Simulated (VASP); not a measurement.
H: single point with PBE+D3(BJ)

Molecule: H, in a box.

```
H
1.0
    10.50000    0.00000    0.00000
     0.00000   11.00000    0.00000
     0.00000    0.00000   11.50000
H
1
Direct
  0.50000 0.50455 0.50000
```

```yaml
Program: VASP 6.6.1
Task: single point
Functional: PBE
Dispersion: D3(BJ)
Potentials_or_basis: VASP PAW PBE potentials, release 64 (H)
Cutoff: 520 eV
k_mesh: 1 × 1 × 1
Occupations: gaussian, width 0.01 eV
Spin: collinear spin, ferromagnetic start
Starting_moments: "[1.1] μB"
Fixed_moment: 1 μB
```

```
Net moment                                            : 1.00 μB per cell
Site moments                                          : H +0.38 μB
Valence electrons inside the program's atomic spheres : H 0.38
Dispersion energy per atom                            : 0.000 eV
```

It took 42 s on 4 MPI ranks on Intel(R) Xeon(R) 6975P-C (Granite Rapids), on a shared host, peak memory 0.5 GiB a rank.

Caveat: the total moment is fixed, so each spin has its own Fermi level.
